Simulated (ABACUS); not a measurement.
Zn:

```xyz
1
Lattice="-1.5690 1.5690 1.5690 1.5690 -1.5690 1.5690 1.5690 1.5690 -1.5690" Properties=species:S:1:pos:R:3 pbc="T T T"
Zn    0.0000    0.0000    0.0000
```

This isn't the form of Zn at room conditions, which is hcp.

Base run:

- Program: ABACUS 3.10.1
- Functional: LDA
- Potentials or basis: SG15 ONCV 1.2 PBE
- Cutoff: 1143 eV
- Density cutoff: 4572 eV
- Basis: plane waves
- k mesh: 12 × 12 × 12
- Occupations: fermi-dirac, width 0.05 eV
- Spin: no spin polarisation

Its results: band gap on the k mesh none (metal or under the smearing width); pressure -10.3 GPa.

Task: After a change of settings the same cell gave: band gap on the k mesh none (metal or under the smearing width); pressure -5.4 GPa. Which change was it?
A. functional from LDA to SOGGA
B. functional from LDA to PBE
C. functional from LDA to TPSS
D. functional from LDA to PW91

Result: C.

Caveats: the potentials were made for another functional, which shifts forces and pressure.
